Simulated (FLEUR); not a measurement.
# MnS under changes of volume

One of the cells (17.667 Å³/atom); the others are scaled copies at fixed shape and fractional positions:

```
Mn S
1.0
     0.00000    2.60450    2.60450
     2.60450    0.00000    2.60450
     2.60450    2.60450    0.00000
Mn S
1 1
Cartesian
  0.0000 0.0000 0.0000
  2.6045 2.6045 2.6045
```

```yaml
Program: FLEUR MaX-R8.1 (later development tree)
Functional: PBEsol
Potentials_or_basis: all-electron
Basis: FLAPW
Kmax: 4.73 1/bohr
k_mesh: 9 × 9 × 9
Occupations: fermi-dirac, width 0.05 eV
Spin: collinear spin, ferromagnetic start
Starting_moments: "[4.0, 0.0] μB"
```

```tsv
volume (Å³/atom)	energy over the lowest point (meV/atom)	moment (μB per cell)
16.607	0.00	4.50
16.961	?	?
17.667	38.83	4.69
18.374	74.11	4.77
18.727	94.13	4.81
```

Question: What does the run at 16.961 Å³/atom give?

Answer: Energy over the lowest point 11.12 meV/atom; moment 4.58 μB per cell.

Worked out: A Birch-Murnaghan fit of order 2 (a polynomial in V^(-2/3)) to the other rows has no minimum within the range. It gives 10.76 meV/atom at 16.961 Å³/atom, against the run's 11.12. A parabola through the other rows of the moment, of slope 0.187 μB per Å³/atom there, gives 4.57 μB, against the run's 4.58.

Energies are extrapolated to zero smearing.

Caveats: a cell with one magnetic atom can't hold antiferromagnetic order, which such compounds often take.
